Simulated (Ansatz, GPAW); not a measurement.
Given: the input of a run of GPAW 26.7.0 (ASE script) on Bi (Bismuth). 

Contents of run.py:

```python
from ase.dft.bandgap import bandgap
from ase.io import read, write
from ase.units import GPa
from gpaw import GPAW, PW, setup_paths

setup_paths.insert(0, '.')

atoms = read('POSCAR')

calc = GPAW(mode=PW(600),
            xc='PBEsol',
            kpts={'size': (7, 7, 7), 'gamma': True},
            occupations={'name': 'methfessel-paxton', 'order': 0, 'width': 0.02},
            nbands=25,
            convergence={'density': 1e-05, 'energy': 1e-05},
            maxiter=150,
            txt='gpaw.txt')
atoms.calc = calc
energy = atoms.get_potential_energy()
forces = atoms.get_forces()
stress = atoms.get_stress()
calc.write('gs.gpw')
write('result.traj', atoms)
print(f'Energy: {energy:.6f} eV')
print('Forces (eV/A):')
print(forces.round(4))
print('Stress (GPa):', (stress / GPa).round(3))
print('Fermi level:', round(calc.get_fermi_level(), 4), 'eV')
print(f'Gap: {bandgap(calc)[0]:.4f} eV, direct: {bandgap(calc, direct=True)[0]:.4f} eV')
```

File POSCAR:

```
Bi
1.0
    2.2675000000      1.3091417354      3.9380000000
   -2.2675000000      1.3091417354      3.9380000000
    0.0000000000     -2.6182834708      3.9380000000
Bi
2
Direct
    0.7660000000      0.7660000000      0.7660000000
    0.2340000000      0.2340000000      0.2340000000
```

Potentials or basis: PAW data sets generated in the run's folder for this functional, pw.

Launch:

```bash
$ gpaw-setup -f PBEsol Bi
$ OMP_NUM_THREADS=1 python run.py
```

Task: Set up the same calculation for Ansatz 0.2.0. Potentials or basis there: Ansatz PAW, cutoff 420 eV.

Result: As run (cutoffs and basis follow the program's own potentials, and thresholds, step limits or extra output files can differ):

input.yaml

```yaml
crystal:
  lattice:
    - [2.2675, 1.3091417354, 3.938]
    - [-2.2675, 1.3091417354, 3.938]
    - [0.0, -2.6182834708, 3.938]
  atoms:
    - { symbol: Bi, position: [0.766, 0.766, 0.766] }
    - { symbol: Bi, position: [0.234, 0.234, 0.234] }
hamiltonian:
  xc: pbesol
  pseudopotentials: { kind: paw }
kpoints:
  mp_grid: { grid: [7, 7, 7] }
scf:
  occupations: { method: gaussian, width: 0.02 }
output:
  forces: true
  stress: true
  eigenvalues: true
```

Potentials or basis: Ansatz PAW.

Launch:

```sh
$ ansatz run input.yaml --threads 1 --pin off --max-ram 3584MiB --backend cpu --events-out ev --progress --plain --runs-dir out
```

Both were run:

|  | GPAW | Ansatz |
| --- | --- | --- |
| Pressure | -0.4 GPa | -0.4 GPa |
| Largest force | 0.123 eV/Å | 0.128 eV/Å |

Ansatz's pressure holds a Pulay term of +0.03 GPa for its cutoff of 420 eV, which the other run lacks.

Ansatz's potentials were made for PBE.

Where Ansatz's input types no cutoff or centring, it takes its own default and a Γ-centred mesh.

Pressure is positive in compression.
